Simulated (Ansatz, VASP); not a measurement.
One calculation of Pd, two programs

```
Pd
1.0
     0.00000    1.94650    1.94650
     1.94650    0.00000    1.94650
     1.94650    1.94650    0.00000
Pd
1
Direct
  0.00000 0.00000 0.00000
```

Alike in both runs: task single point; functional LDA; k mesh 12 × 12 × 12; occupations fermi-dirac, width 0.05 eV; non-collinear spin, spin-orbit coupling.

|  | VASP | Ansatz |
| --- | --- | --- |
| version | VASP 6.6.1 | Ansatz 0.2.0 |
| potentials or method | VASP PAW LDA potentials, release 64 (Pd) | Ansatz PAW |
| plane-wave cutoff (eV) | 520 | 420 |
| valence electrons in the cell | 10 | 18 |

|  | VASP | Ansatz | Ansatz less VASP |
| --- | --- | --- | --- |
| gap on the k mesh at the Fermi level (eV) | none | none | - |
| pressure (GPa) | -8.3 | -8.6 | -0.22 |
| net moment per atom (μB) | 0.00 | 0.00 | 0.000 |

A gap of «none» marks a metal or a gap that the smearing closes. The two sets of potentials don't hold the same shells in valence.

Caveats: the PAW data sets come from PBE, with cores solved anew for the run's functional, which leaves a small shift of forces and pressure (Ansatz).
